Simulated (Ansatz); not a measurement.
Crystal: YN.

```
Y N
1.0
     0.00000    2.43850    2.43850
     2.43850    0.00000    2.43850
     2.43850    2.43850    0.00000
Y N
1 1
Direct
  0.00000 0.00000 0.00000
  0.50000 0.50000 0.50000
```

Program: Ansatz 0.2.0. Alike in all runs: cell as given.

Problem. Order these runs on this cell by their band gap on the k mesh, lowest first.
A. level BLYP; potentials or basis PseudoDojo standard (PBEsol files); spin off; k mesh 9 × 9 × 9; cutoff (eV) 1143; smearing gaussian 0.05 eV; mesh quality not flagged
B. level PBEsol+D4; potentials or basis Ansatz PAW; spin SOC, no magnetisation; k mesh 9 × 9 × 9; cutoff (eV) 420; smearing gaussian 0.01 eV; mesh quality not flagged
C. level r2SCAN0; potentials or basis Ansatz PAW; spin off; k mesh 5 × 5 × 5; cutoff (eV) 500; smearing methfessel-paxton 0.05 eV; mesh quality coarse
D. level HSE03; potentials or basis PseudoDojo standard (PBE files); spin SOC, no magnetisation; k mesh 5 × 5 × 5; cutoff (eV) 1143; smearing fermi-dirac 0.15 eV; mesh quality coarse

Solution. B (0.14 eV), A (0.38 eV), D (1.05 eV), C (2.26 eV).

Caveats: some runs use coarse meshes; odd divisions of the mesh miss points on the zone boundary, where band edges often lie, so the gap on the mesh can be too wide.

A k mesh can miss the band edges.

Not every run made on this cell is shown here.
